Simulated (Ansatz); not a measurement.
# ZnO (zincite): the cost of one run

Program: Ansatz 0.2.0. PAW datasets, plane waves, zero pressure. Calculated at 0 K for a non-magnetic cell.

### Step 1. The system as given

The symmetry is P6_3mc (No. 186, hexagonal); conventional cell a = 3.249 Å, c = 5.206 Å, 11.90 Å³ an atom. Near Zn stand 4 O at 1.97–1.98 Å; near O stand 4 Zn at 1.97–1.98 Å.

As a file:

```cif
data_structure
_symmetry_space_group_name_H-M 'P 1'
_symmetry_Int_Tables_number 1
_cell_length_a 3.2493
_cell_length_b 3.2493
_cell_length_c 5.2057
_cell_angle_alpha 90.000
_cell_angle_beta 90.000
_cell_angle_gamma 120.000
_cell_volume 47.60
loop_
_atom_site_label
_atom_site_type_symbol
_atom_site_fract_x
_atom_site_fract_y
_atom_site_fract_z
_atom_site_occupancy
Zn1 Zn 0.33333 0.66667 0.50000 1
Zn2 Zn 0.66667 0.33333 0.00000 1
O1 O 0.66667 0.33333 0.37901 1
O2 O 0.33333 0.66667 0.87901 1
```

### Step 2. PBE: cell and atoms

File input.yaml:

```yaml
crystal:
  lattice:
    - [3.249308, 0.0, 0.0]
    - [-1.624654, 2.8139832727, 0.0]
    - [0.0, 0.0, 5.205709]
  atoms:
    - { symbol: Zn, position: [0.3333333333, 0.6666666667, 0.5] }
    - { symbol: Zn, position: [0.6666666667, 0.3333333333, 0.0] }
    - { symbol: O, position: [0.6666666667, 0.3333333333, 0.37901] }
    - { symbol: O, position: [0.3333333333, 0.6666666667, 0.87901] }
kpoints:
  mp_grid: { grid: [12, 12, 4] }
hamiltonian:
  xc: pbe
scf:
  occupations: { method: fermi_dirac, width: 0.02 }
relax:
  f_tol: 0.005
  cell: {}
output:
  write_density: true
  write_potential: true
  elf: true
  volumetric_format: npy
```

On the command line:

```sh
$ ansatz run input.yaml --threads 2 --pin off --max-ram 4608MiB --backend cpu --events-out ev --progress --plain --runs-dir out
```

Q: Estimate wall time and peak memory on 2 threads of Arm Neoverse V2, shared host.

About 25 s, with a peak of 0.38 GiB.
